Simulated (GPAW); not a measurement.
## PBEsol against PBE in GPAW: the gap on the mesh of oxides

Single points in GPAW on the same cell and mesh at two levels: PBE (plane waves, GPAW PAW datasets PBE (gpaw-data 1.0.1)) and PBEsol (plane waves, GPAW PAW datasets PBEsol (made by gpaw-setup)). No measured value is used, so the table compares levels and does not rank them. The number in brackets is the space group.

Here x stands for gap on the mesh, PBE and y for gap on the mesh, PBEsol.

| crystal | gap on the mesh, PBE (eV) | gap on the mesh, PBEsol (eV) | cell as run (Å³/atom) | k mesh | cutoffs |
|---|---|---|---|---|---|
| BaO (225) | 2.001 | 1.898 | 21.25 | 8×8×8 | 900 eV |
| TiO2 (141) | 2.179 | ? | 11.35 | 6×6×6 | 900 eV |
| ZrO2 (225) | 3.260 | 3.185 | 11.38 | 6×6×6 | 950 eV |
| CaO (225) | 3.691 | 3.593 | 13.91 | 12×12×12 | 950 eV |
| SiO2 (136) | 4.356 | 4.308 | 8.39 | 8×8×12 | 900 eV |
| HfO2 (137) | 4.828 | 4.719 | 10.69 | 8×8×5 | 900 eV |
| Li2O (225) | 5.044 | 4.894 | 7.91 | 6×6×6 | 900 eV |

Fit y of the 6 rows that show it with a straight line. With u = x - 3.9, the rows have u = -1.8990, -0.6400, -0.2090, 0.4560, 0.9280, 1.1440. Means: u -0.036667, y 3.7662. About the means, the sum of products is 6.3773 and the sum of squares of u is 6.4293; the slope is their ratio. Least squares gives y = 3.8025 + 0.99192·u. Residuals (row less fit): -0.0208, 0.0173, -0.0022, 0.0532, -0.0040, -0.0433; standard error 0.0369 (degrees of freedom: 4). Full agreement would be y = x; this line has slope 0.992 and stands -0.097 eV from it at x = 3.900.

Q: Predict the withheld y at x = 2.179 from the fit, and compare with the calculation.

A: u = -1.7210, so y = 3.8025 + 0.99192 × (-1.7210) = 2.095 eV. The calculation gives 2.129 eV, 0.034 eV above the prediction (1.1 % of the range of y in the table). The row lies between fitted rows. From the scatter of the fitted rows alone, a prediction at this place has a standard error of 0.0468 eV, so the miss is 0.7 times that.

Copying x would have missed this row by 0.050. The cells are not relaxed at this level: typed lattice constants and structures from a database of calculations, some with the lattice rescaled by up to 2.5 %. Spin-orbit coupling is off, which matters for the heavier members. Gaps are read on the mesh, which need not hold the band edges; crystals whose gap falls under 0.15 eV in either column are left out. ZrO2 and HfO2: a high-temperature phase, held by symmetry. The rows, and the inner row withheld, were drawn at random from non-magnetic crystals of this class with sound runs on fine meshes; tables whose line scatters by over 5 % of the range, or whose columns agree throughout, aren't shown.
